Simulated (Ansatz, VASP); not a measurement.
**H2Mg in VASP and in Ansatz**

```
H Mg
1.0
    12.00000    0.00000    0.00000
     0.00000   12.30000    0.00000
     0.00000    0.00000   12.60000
H Mg
2 1
Direct
  0.50000 0.48780 0.34093
  0.50000 0.48780 0.61145
  0.50000 0.48780 0.47619
```

Alike in both runs: functional HSE06; k mesh 1 × 1 × 1; occupations gaussian, width 0.01 eV; no spin polarisation.

Ansatz relaxed the structure, and its values are those at the end. VASP's run is a single point on that final structure, the one shown.

|  | VASP | Ansatz |
| --- | --- | --- |
| version | VASP 6.6.1 | Ansatz 0.2.0 |
| potentials or method | VASP PAW PBE potentials, release 64 (H, Mg) | scalar-relativistic, plane waves, PAW |
| plane-wave cutoff (eV) | 520 | 420 |
| valence electrons in the cell | 4 | 12 |

```csv
,VASP,Ansatz,Ansatz less VASP
gap on the k mesh at the Fermi level (eV),5.81,5.81,-0.004
least direct gap on the mesh (eV),5.81,5.81,-0.004
rms of the force components (eV/Å),0.004,0.000,-0.0034
```

The two sets of potentials don't hold the same shells in valence.

Caveats: the PAW data sets were made with another functional, which shifts forces and pressure a little (VASP).
